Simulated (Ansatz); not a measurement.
# Nb(110) / 3 layers Li(110) / Nb(110): resistance against film thickness

Aim: what a thin film of another metal adds to the resistance, first Nb(110) / 3 layers Li(110) / Nb(110).

Calculated with Ansatz 0.2.0; Ansatz plane-wave DFT, PBE, PAW files; ballistic transport by layer matching (Landauer), zero bias; PAW set soft_1.

### Step 1. Set-up

The cell holds 12 atoms: 9 Nb and 3 Li. Its edges and angles: a = 2.863 Å, b = 2.863 Å, c = 29.433 Å, α = 90.0°, β = 90.0°, γ = 109.5°. It derives from Nb and Li. Regions: lead, 9 atoms (9 Nb); films, 3 atoms (3 Li). The structure is stacked along c, and the current runs across the ab planes.

### Step 2. With 3 layers

The film is laid into the lead at the lead's in-plane lattice, and the cell closes on the lead's own image. The mesh across the current, 26×26, is finer than the density's, because channels open and close sharply across the zone. Energies from -1 to 1 eV in steps of 0.036 eV cover the slope of the Fermi function at 300 K, so the program can form a conductance.

input.yaml

```yaml
crystal:
  lattice:
    - [1.65315, -2.3379071506, 0.0]
    - [1.65315, 2.3379071506, 0.0]
    - [0.0, 0.0, 29.4327318513]
  atoms:
    - { symbol: Nb, position: [0.0, 0.0, 0.0397161086] }
    - { symbol: Nb, position: [0.5, 0.5, 0.1191483259] }
    - { symbol: Nb, position: [0.0, 0.0, 0.1985805431] }
    - { symbol: Nb, position: [0.5, 0.5, 0.2780127604] }
    - { symbol: Li, position: [0.0, 0.0, 0.3652472098] }
    - { symbol: Li, position: [0.5, 0.5, 0.4602838914] }
    - { symbol: Li, position: [0.0, 0.0, 0.555320573] }
    - { symbol: Nb, position: [0.5, 0.5, 0.6425550224] }
    - { symbol: Nb, position: [0.0, 0.0, 0.7219872396] }
    - { symbol: Nb, position: [0.5, 0.5, 0.8014194569] }
    - { symbol: Nb, position: [0.0, 0.0, 0.8808516741] }
    - { symbol: Nb, position: [0.5, 0.5, 0.9602838914] }
kpoints:
  mp_grid: { grid: [14, 14, 1] }
hamiltonian:
  xc: pbe
  pseudopotentials: { kind: paw, azcp: { folder: soft_1 } }
scf:
  occupations: { method: fermi_dirac, width: 0.1 }
output:
  transmission: { leads: [[0, 1]], kmesh: [26, 26], e_range: [-1.0, 1.0], de: 0.036 }
  write_potential: true
  write_density: true
  volumetric_format: npy
  elf: true
```

The run is started by

```console
ansatz run input.yaml --threads 4 --pin off --max-ram 8192MiB --backend cpu --events-out ev --progress --plain --runs-dir out
```

Numbers of over 12 decimals in the logs are rounded to 6 here.

What it wrote:

```text
Engine: ansatz 0.2.0, aarch64-unknown-linux-gnu
Pseudopotentials: kind: paw
Pseudopotential: Nb, paw, valence charge 13, recommended cutoff 420 eV (normal), soft_1/Nb.paw.azcp
Pseudopotential: Li, paw, valence charge 3, recommended cutoff 420 eV (normal), soft_1/Li.paw.azcp
Functional definition: PBE
  parameter kappa = 0.804
  parameter beta = 0.066725
  exchange = pbe_x(kappa = kappa, mu = beta*pi^2/3)
  correlation = pbe_c(beta = beta)
Crystal: 12 atoms, lattice volume = 227.510 Å³
Basis set: ecut = 420 eV, 4445 PW (Γ)
Bands: 76, of which v1, the nominal top of the filled ones, is band 63 counted from 1 (62 counted from 0)
Symmetry: 8 space group operations
Space group: Cmmm (ITA 65), of the structure as read, at distance tolerance 6.1e-5 Å
k-points: 57 of 196
Non-local potential: Nb, projectors of the file, l = 0: 3, l = 1: 2, l = 2: 2, l = 3: 1
Non-local potential: Li, projectors of the file, l = 0: 3, l = 1: 2, l = 2: 1
PAW form: soft (Blöchl's): semilocal exchange-correlation on the pseudo side does not see the compensation charge
PAW one-centre angular grid: Nb, 590 points (default); XC on 64 Gauss nodes
PAW one-centre angular grid: Li, 110 points (default); XC on 96 Gauss nodes
Initial density: superposition of atomic densities (chi_scale 0.1, normalization cell, long waves of neutral atoms (reshape's long-wave potential 7.48 eV rms, cloud 2.92 Å wide))
Initial wavefunctions: pseudopotential atomic-orbital guess
Functional: x = pbe(κ = 0.804, μ = 0.219515), c = pbe(β = 0.066725)
SCF iter   1: F=—  HF=-41589.192174 eV  |F-HF|=—  |Δ(HF+E_count)|=         —  Δρ=7.03e-2  dr2=7.92e1  ethr=3.10e-3  ⟨swp⟩=9.0  Hψ=19597  notcnv=0
preconditioner: auto → Kerker (q_TF=auto, 2.472 Å⁻¹)  [metal: Δε(μ)=0.007 eV  Ē_g=3.615 eV  σ=0.100 eV  W_gap=0.02  n_scr=50 (ndim 8)  ℏωp=17.1 eV  f_vac=0.000  D(μ)=12.18/eV (n_scr^D=134)]
SCF iter   2: F=—  HF=-41585.792306 eV  |F-HF|=—  |Δ(HF+E_count)|=    3.40e0  Δρ=4.09e-2  dr2=2.77e1  ethr=3.10e-3  ⟨swp⟩=3.8  Hψ=9266  notcnv=0  defer=15
SCF iter   3: F=—  HF=-41584.399256 eV  |F-HF|=—  |Δ(HF+E_count)|=    1.39e0  Δρ=6.16e-3  dr2=8.58e-1  ethr=3.10e-3  ⟨swp⟩=4.7  Hψ=10504  notcnv=0  defer=16
SCF iter   4: F=—  HF=-41584.378183 eV  |F-HF|=—  |Δ(HF+E_count)|=   2.11e-2  Δρ=2.11e-3  dr2=5.14e-1  ethr=6.81e-4  ⟨swp⟩=1.8  Hψ=4895  notcnv=0  defer=14
SCF iter   5: F=—  HF=-41584.373146 eV  |F-HF|=—  |Δ(HF+E_count)|=   5.04e-3  Δρ=7.48e-4  dr2=7.34e-2  ethr=4.08e-4  ⟨swp⟩=1.1  Hψ=4367  notcnv=0  defer=13
SCF iter   6: F=—  HF=-41584.372488 eV  |F-HF|=—  |Δ(HF+E_count)|=   6.58e-4  Δρ=1.18e-4  dr2=1.65e-4  ethr=5.82e-5  ⟨swp⟩=1.0  Hψ=4343  notcnv=0  defer=13
SCF iter   7: F=—  HF=-41584.372499 eV  |F-HF|=—  |Δ(HF+E_count)|=   1.10e-5  Δρ=3.36e-5  dr2=1.10e-5  ethr=1.31e-7  ⟨swp⟩=2.0  Hψ=5001  notcnv=0  defer=13
SCF iter   8: F=—  HF=-41584.372067 eV  |F-HF|=—  |Δ(HF+E_count)|=   4.32e-4  Δρ=1.26e-5  dr2=1.97e-6  ethr=8.76e-9  ⟨swp⟩=1.8  Hψ=4616  notcnv=0  defer=13
SCF iter   9: F=—  HF=-41584.372067 eV  |F-HF|=—  |Δ(HF+E_count)|=   1.65e-7  Δρ=3.54e-6  dr2=1.60e-7  ethr=1.56e-9  ⟨swp⟩=1.7  Hψ=4508  notcnv=0  defer=13
SCF iter  10: F=-41584.372067 eV  HF=-41584.372067 eV  |F-HF|=1.03e-8  |Δ(HF+E_count)|=   2.25e-8  Δρ=1.12e-6  dr2=1.41e-8  ethr=7.94e-11  ⟨swp⟩=8.6  Hψ=11275  notcnv=0
the search or the solves at the SCF's close seem to have found levels that the self-consistency loop had missed (the run counts 1). By its estimate they hold 2.29e-9 electrons. The energies and the density leave them out; if the run goes on with those levels, later outputs use occupations computed again with them
SCF 1 converged in 10 iterations: F = -41584.372067 eV  dr2 = 1.41e-8
  greatest PAW one-centre occupation: 1.000 electrons in one spin orbital (limit 2), on the Li atom at site 6 (counted from 0), in its partial waves of l = 0
transmission: 842 of 8418 steps passed
transmission: 1684 of 8418 steps passed
[...]
transmission: 8418 of 8418 steps passed
SCF converged after 10 iterations
Free energy (F): -41584.372067 eV
Harris-Foulkes:  -41584.372067 eV  (|F-HF|=1.03e-8)
Internal energy: -41583.897278 eV  (E = F + TS)
E sigma→0 (E₀):  -41584.134672 eV
Entropy (-TS):   -0.474789 eV (-39.566 meV/atom)
Fermi energy:    12.900946 eV
--- Per-component energies (eV) ---
  E_band       = -1349.768348
  E_kinetic    = 3402.228436
  E_local      = -48596.430076  (includes V_loc(G=0)·N_el)
  E_nonlocal   = 796.109597
  E_hartree    = 22998.220352
  E_xc         = -1514.834854
  E_vxc        = -1835.830216  (∫ρ·V_xc dr)
  E_paw        = -27812.033435  (= ΣΔE_a)
  E_vpaw       = -1112.267731  (= ΣTr[D̂ρ^β])
  E_aug_tail   = 0.001135  (compensation charges beyond the density's cutoff)
  E_ewald      = 9142.841567
  E_smearing   = -0.474789  (= −TS)
  E_closure    = -0.000000  (closes the sum)
  Σ components = -41584.372067   (vs F -41584.372067, Δ=0.00e0)
--- Band table (eV; the first three rows and the last of 57) ---
  k-point 0: bands = [... 59 lower, 12.8794, 12.9309, 12.9764, 13.0761, 13.1418, 13.1759, 13.2268, 13.3406, ... 9 higher]
  k-point 1: bands = [... 59 lower, 12.7135, 12.7541, 12.9191, 12.9510, 13.0663, 13.1126, 13.2959, 13.3013, ... 9 higher]
  k-point 2: bands = [... 59 lower, 12.4554, 12.5534, 12.7197, 12.7573, 12.8689, 12.8900, 13.0065, 13.2273, ... 9 higher]
  k-point 56: bands = [... 59 lower, 13.5632, 13.7114, 14.3671, 14.3778, 14.4321, 14.4639, 14.7212, 14.8474, ... 9 higher]
--- Transmission ---
  basis      : 67 plane waves across, 46 finite elements along
  points     : 183, standing for a mesh of 26 x 26
  filling    : by the input's occupations and mesh, since the crystals that have channels conduct as metals do. If one of these is a semiconductor, that mesh has misplaced its level
  energies   : 56 from -1.000000 to 0.980000 eV about the Fermi level, 0.036000 eV apart; the leads are filled to 0.000000 eV, and channels, transmission and decay are at 0.008000 eV
  crystal 0  : Nb1, at the sites [0, 1], period 2.3379 Å, over 21.04 Å; its Hamiltonian steps by up to 4.4 meV
    offset         : up to 0.0000 Å between an atom of the period and one for which it stands
    filled         : 23.7 meV over the level at which it is neutral
    channels       : 1.826923e0 a spin
    conductance    : 1.8394e15 S/m² at 300 K; may be off by some 0.0 % by where its bands' edges are placed, 5.1 % from the k-mesh, 2.2 % from the distance to neutral
    slowest decay  : 0.0488 /Å at (-0.4231, 0.1538)
  junction   : crystal 0 to crystal 0, -0.70 to 26.40 Å
    transmission   : 2.733929e-1 a spin
    conductance    : 2.7761e14 S/m² at 300 K (3.0193e14 on every other point, 2.7688e14 on every other energy)
    error estimate : 0.3 % from the energy spacing and 0.1 % from band edges of the leads and from resonances (wavevectors taken as independent; lower de), 13.2 % from the k-mesh, 722.6 % from the steps of its leads' Hamiltonians or their offsets (lay more layers), 2.0 % from the distance to neutral
    resistance     : 3.0586e-3 Ω µm² beyond half of each lead's own
```

Wall time 4.9 min (4 threads of Arm Neoverse V2, shared host); peak memory 1.1 GiB; 17 min of CPU time.

Numbers from this step:

| Property | Result |
| --- | --- |
| free energy | -41584.3721 eV |
| energy at zero smearing | -41584.1347 eV |
| Fermi energy | 12.90 eV |
| cell area | 7.730 Å² |
| step of the lead's potential | 4.4 meV |
| ballistic conductance of the lead | 1.84e15 S/m² |
| estimated errors of the lead's conductance | 0, 5.1, 2.2 % (band edges, k-mesh, distance from neutral) |
| lead conductance per cell | 1.835 G₀ |
| conductance of the junction | 2.78e14 S/m² |
| junction conductance per cell | 0.2770 G₀ |
| estimated errors of the junction's conductance | 0.3, 0.1, 13.2, 722.6, 2 % (energy step, band edges, k-mesh, leads' steps, distance from neutral) |
| area resistance that the stack adds (contact term taken off, spin by spin) | 3.059 fΩ m² |

Per spin. The transmission, zone mean by energy, zero at the Fermi level:

```csv
energy (eV),"transmission, zone mean"
-1.000,0.142
-0.892,0.118
-0.820,0.116
-0.712,0.121
-0.640,0.152
-0.532,0.181
-0.424,0.220
-0.352,0.261
-0.244,0.338
-0.208,0.353
-0.136,0.320
-0.064,0.287
0.008,0.273
0.044,0.269
0.116,0.255
0.224,0.236
0.332,0.238
0.404,0.236
0.512,0.231
0.620,0.192
0.692,0.181
0.800,0.173
0.872,0.157
0.980,0.143
```

Per spin. Table of open channels, zone mean, lead by energy, zero at the Fermi level:

energy (eV), open channels, zone mean, lead and a bar from the least value:
```
   -1.000       1.37 ############
   -0.892       1.32 ###########
   -0.820       1.19 ########
   -0.712       1.26 ##########
   -0.640       1.39 #############
   -0.532       1.37 ############
   -0.424       1.70 ###################
   -0.352       1.88 #######################
   -0.244       2.22 ##############################
   -0.136       2.10 ###########################
   -0.064       1.94 ########################
    0.008       1.83 ######################
    0.044       1.76 ####################
    0.116       1.65 ##################
    0.224       1.47 ##############
    0.332       1.19 ########
    0.404       1.05 #####
    0.512       1.00 ####
    0.620       0.96 ###
    0.692       0.93 ###
    0.800       0.90 ##
    0.872       0.87 ##
    0.980       0.79
```

Transmission over k1 and k2. At 0.0080 eV from the Fermi level.

log10 of the mean of each cell. Values, 12 rows by 16 columns:
```
-2.3 -1.1 -0.4 -0.3 -0.7 -0.3 -0.2 -0.1 -0.2 -0.6 -1.2 -2.3 -3.1 -2.9 -3.2 -3.1
-0.8 -0.3 -0.1 -0.2 -0.6 -0.4 -0.9 -0.2 -0.1 -0.1 -0.2 -0.6 -2.1 -3.9 -4.0 -2.9
-0.8 -0.5 -0.3 -0.6 -1.1 -0.2 -0.8 -0.7 -0.7 -0.9 -0.7 -0.8 -0.8 -1.7 -3.2 -2.9
-0.5 -0.6 -0.5 -0.2 -0.3 -0.6 -1.0 -0.9 -0.9 -0.6 -0.2 -0.3 -1.0 -0.3 -0.8 -2.5
-0.4 -0.3 -0.8 -0.8 -0.8 -1.0 -1.1 -1.1 -0.9 -0.6 -0.3 -0.4 -1.0 -0.3 -0.2 -1.2
-0.7 -0.1 -0.2 -0.3 -2.0 -0.8 -1.0 -1.5 -1.5 -1.0 -0.7 -1.0 -1.3 -0.2 -0.1 -0.4
-1.5 -0.3 -0.1 -0.5 -1.5 -0.5 -0.6 -0.9 -1.3 -1.4 -0.9 -1.1 -1.5 -0.3 -0.2 -0.1
-1.3 -1.1 -0.2 -0.5 -0.7 -0.1 -0.3 -0.6 -0.8 -0.9 -1.3 -0.6 -0.3 -0.4 -1.0 -0.2
-1.9 -2.9 -1.1 -0.7 -0.8 -0.5 -0.5 -1.2 -1.4 -1.5 -0.4 -0.4 -1.0 -0.4 -0.6 -0.5
-1.2 -3.2 -3.9 -1.5 -1.0 -0.4 -0.4 -0.4 -0.2 -0.7 -0.4 -0.3 -0.8 -0.1 -0.2 -0.3
-2.3 -3.3 -3.9 -3.9 -2.1 -0.7 -0.3 -0.1 -0.1 -0.3 -1.0 -0.6 -0.5 -0.1 -0.2 -0.8
-2.9 -2.8 -2.1 -1.3 -2.1 -1.5 -1.3 -1.1 -0.5 -0.3 -0.3 -0.5 -1.0 -0.4 -1.2 -2.2
```
Columns: k1 (b1) from -0.5 to 0.462; rows upwards: k2 (b2) from -0.5 to 0.462.

Open channels over k1 and k2. At 0.0080 eV from the Fermi level.

Values, 12 rows by 16 columns, each cell a mean:
```
2.00 2.00 2.00 1.69 1.08 1.50 1.83 2.00 2.00 2.00 2.29 2.35 1.07 1.96 2.00 2.00
2.00 2.00 2.00 1.69 1.08 1.22 0.91 1.88 2.00 2.02 2.61 2.38 1.00 1.39 1.88 2.00
1.31 1.31 1.31 1.21 1.02 1.63 0.31 0.38 0.62 0.77 1.62 1.43 1.00 1.00 1.07 1.31
2.34 1.30 1.15 1.58 1.44 2.89 2.92 2.43 2.12 2.34 2.29 1.56 1.12 2.54 2.54 2.35
2.00 1.76 1.20 0.34 0.55 3.64 3.26 3.06 2.91 3.00 3.00 2.17 0.77 2.40 2.15 2.06
2.00 2.00 2.00 1.29 0.23 2.82 2.94 3.00 3.00 3.00 2.75 2.04 0.15 2.00 2.00 2.00
2.00 2.00 2.00 1.46 0.30 3.00 3.00 3.00 3.00 3.00 3.29 2.17 0.07 1.35 1.98 2.00
2.25 2.51 2.62 2.36 1.11 2.60 2.98 3.00 2.72 3.38 3.49 2.77 1.09 0.80 0.96 1.64
1.80 1.62 1.62 1.43 1.02 1.31 1.41 0.92 0.92 0.97 1.81 1.67 1.02 1.31 1.31 1.31
1.77 1.70 1.31 1.02 1.12 2.54 2.12 1.54 1.54 0.73 0.75 1.50 1.06 1.77 1.77 1.77
2.00 2.00 2.00 1.31 1.15 3.00 2.15 2.00 2.00 1.95 0.78 1.54 1.08 2.00 2.00 2.00
2.00 2.00 2.00 1.69 1.19 2.82 2.01 2.00 2.00 2.00 1.92 2.25 1.08 2.00 2.00 2.00
```
Columns: k1 (b1) from -0.5 to 0.462; rows upwards: k2 (b2) from -0.5 to 0.462.

ELF in the ca plane at fractional y = 0.000, with atoms of Nb and Li within 0.2 Å of it. It is the smooth field of the valence electrons, not physical close to the nuclei.

Values in units of 1e-1, 5 rows by 16 columns, each cell a mean:
```
5.3 3.5 3.6 3.6 6.4 4.0 3.9 3.8 3.0 4.7 2.3 6.4 6.0 5.9 2.1 3.3
3.0 3.7 3.0 3.3 3.8 2.9 3.4 3.2 4.6 1.1 4.2 6.1 5.2 6.3 2.4 2.0
3.3 3.9 2.9 4.3 2.5 3.9 3.4 3.2 5.3 3.4 5.5 6.0 4.9 6.4 4.3 4.2
3.7 3.6 3.1 3.0 5.5 3.0 3.5 3.3 3.9 0.6 3.4 6.2 5.4 6.2 1.5 1.2
5.4 3.6 3.9 3.9 5.2 4.4 4.1 4.1 2.8 7.3 2.1 6.4 6.2 5.8 3.1 4.9
```
Columns run along c (16.0 Å, from fractional 0.05 to 0.59 of the cell), rows up along a (2.9 Å). Atoms in or near the plane, at fractional coordinates: Nb at (0.20, 0.00), Li at (0.37, 0.00), Li at (0.56, 0.00).

Valence density in the ca plane at fractional y = 0.000, with atoms of Nb and Li within 0.2 Å of it. It is the smooth field of the valence electrons, not physical close to the nuclei.

Ten steps, logarithmic in the rise over the least value, from '0' (0.0 e/Å³) to '9' (7.5 e/Å³), each cell a mean:
```
87422222236898742222211138850000000000006872
75322222234787532222211002300000000000001320
43222222223454322232211000000000000000000000
32222332222333222233221000000000000000000000
33222232222333222233211000000000000000000000
64322222224666422222211000100000000000000100
86422222235888632222211126630000000000004651
97422222247999742222211149960000000000017982
```
Columns run along c (16.0 Å, from fractional 0.05 to 0.59 of the cell), rows up along a (2.9 Å). Atoms in or near the plane, at fractional coordinates: Nb at (0.20, 0.00), Li at (0.37, 0.00), Li at (0.56, 0.00).

Electrostatic potential energy in the ca plane at fractional y = 0.000, with atoms of Nb and Li within 0.2 Å of it. With pseudopotentials it is smooth inside the atoms' cores, unlike the true potential.

Values in eV, 5 rows by 16 columns, each cell a mean:
```
-21  13  14   1 -39  -7  14  14  12 -11  11  15  15  15   3  -5
  4  13  12  11  -4   9  12  13  15  11  14  15  14  15  13  12
 12  13  11  14   9  13  12  12  15  14  15  15  14  15  14  14
 -5  13  12   9 -18   5  13  13  14   7  14  15  14  15  11   8
-25  13  14  -2 -41 -10  14  15  11 -19  10  15  15  15  -1 -11
```
Columns run along c (16.0 Å, from fractional 0.05 to 0.59 of the cell; values clipped at the 3rd and 97th percentile), rows up along a (2.9 Å). Atoms in or near the plane, at fractional coordinates: Nb at (0.20, 0.00), Li at (0.37, 0.00), Li at (0.56, 0.00).

The lead's potential steps by 4.4 meV from period to period, small in itself. The program estimates the junction's conductance to 13 % from the k-mesh, 2 % from the leads' distance from neutral and 723 % from their steps; more lead layers would test the latter.

By hand: 1/G − 1/G_lead = 1/0.2776 − 1/1.839 = 3.06 fΩ m² with G in 10¹⁵ S/m².

### Step 3. With 5 layers, film layers 5

The stack now holds 5 film layers; the k-mesh follows the cell, and the energies span -0.27 to 0.27 eV.

System of this step: Nb(110) / 5 layers Li(110) / Nb(110). The cell holds 14 atoms: 9 Nb and 5 Li. Cell: a = 2.863 Å, b = 2.863 Å, c = 35.027 Å, α = 90.0°, β = 90.0°, γ = 109.5°. It derives from Nb and Li. Regions: lead, 9 atoms (9 Nb); films, 5 atoms (5 Li). The structure is stacked along c, and the current runs across the ab planes.

input.yaml

```yaml
crystal:
  lattice:
    - [1.65315, -2.3379071506, 0.0]
    - [1.65315, 2.3379071506, 0.0]
    - [0.0, 0.0, 35.0271101816]
  atoms:
    - { symbol: Nb, position: [0.0, 0.0, 0.0333728238] }
    - { symbol: Nb, position: [0.5, 0.5, 0.1001184713] }
    - { symbol: Nb, position: [0.0, 0.0, 0.1668641189] }
    - { symbol: Nb, position: [0.5, 0.5, 0.2336097664] }
    - { symbol: Li, position: [0.0, 0.0, 0.3069115074] }
    - { symbol: Li, position: [0.5, 0.5, 0.3867693418] }
    - { symbol: Li, position: [0.0, 0.0, 0.4666271762] }
    - { symbol: Li, position: [0.5, 0.5, 0.5464850107] }
    - { symbol: Li, position: [0.0, 0.0, 0.6263428451] }
    - { symbol: Nb, position: [0.5, 0.5, 0.6996445861] }
    - { symbol: Nb, position: [0.0, 0.0, 0.7663902336] }
    - { symbol: Nb, position: [0.5, 0.5, 0.8331358811] }
    - { symbol: Nb, position: [0.0, 0.0, 0.8998815287] }
    - { symbol: Nb, position: [0.5, 0.5, 0.9666271762] }
kpoints:
  mp_grid: { grid: [14, 14, 1] }
hamiltonian:
  xc: pbe
  pseudopotentials: { kind: paw, azcp: { folder: soft_1 } }
scf:
  occupations: { method: fermi_dirac, width: 0.1 }
output:
  transmission:
    leads: [[0, 1]]
    kmesh: [26, 26]
    e_range: [-0.27, 0.27]
    de: 0.036
  write_potential: true
  write_density: true
  volumetric_format: npy
```

What it wrote:

```text
[...]
Crystal: 14 atoms, lattice volume = 270.753 Å³
Basis set: ecut = 420 eV, 5299 PW (Γ)
Bands: 80, of which v1, the nominal top of the filled ones, is band 66 counted from 1 (65 counted from 0)
Symmetry: 8 space group operations
[...]
k-points: 57 of 196
[...]
--- Transmission ---
  basis      : 67 plane waves across, 53 finite elements along
  points     : 183, standing for a mesh of 26 x 26
[...]
filled         : 24.4 meV over the level at which it is neutral
    channels       : 1.803254e0 a spin
[...]
slowest decay  : 0.0588 /Å at (-0.4231, 0.1538)
  junction   : crystal 0 to crystal 0, -0.70 to 31.99 Å
    transmission   : 2.707016e-1 a spin
[...]
resistance     : 3.1427e-3 Ω µm² beyond half of each lead's own
[key lines of the parts left out:]
SCF converged after 10 iterations
Free energy (F): -41993.694500 eV
Fermi energy:    10.973769 eV
```

The job ended after 2.8 min (4 threads; peak memory 1.2 GiB).

This step gave:

```yaml
free_energy: -41993.6945 eV
energy_at_zero_smearing: -41993.4423 eV
fermi_energy: 10.97 eV
step_of_the_lead_s_potential: 5 meV
lead_conductance_per_cell: 1.834 G₀
conductance_of_the_junction: 2.71e14 S/m²
junction_conductance_per_cell: 0.2706 G₀
estimated_errors_of_the_junction_s_conductance: 0.2, 0.1, 14.6, 92.4, 1.1 % (energy step, band edges, k-mesh, leads' steps, distance from neutral)
area_resistance_that_the_stack_adds_contact_term_taken_off_spin_by_spin: 3.143 fΩ m²
```

Per spin. The transmission, zone mean by energy, zero at the Fermi level:

```csv
energy (eV),"transmission, zone mean"
-0.270,0.307
-0.234,0.308
-0.198,0.315
-0.162,0.310
-0.126,0.301
-0.090,0.291
-0.054,0.270
-0.018,0.272
0.018,0.271
0.054,0.266
0.090,0.252
0.126,0.247
0.162,0.239
0.198,0.236
0.234,0.220
0.270,0.209
```

The conductance of the junction is 2.7e14 S/m², 2.3 % under the 2.8e14 S/m² of the last finished run, within the error estimates, leads' steps apart, of 13 and 15 %. The estimate from the leads' steps, 92 %, is larger still.

(Part 1 of 2 ends here.)

[Logs are printed without paths, hosts, clocks, repeated set-up lines and the standing remarks that a program may print on its own settings, such as how far it seeks lower states.]

[Hosts, paths, dates, database ids (printed as entryN), source tags and the programs' standing remarks are cut or masked in the printed files.]
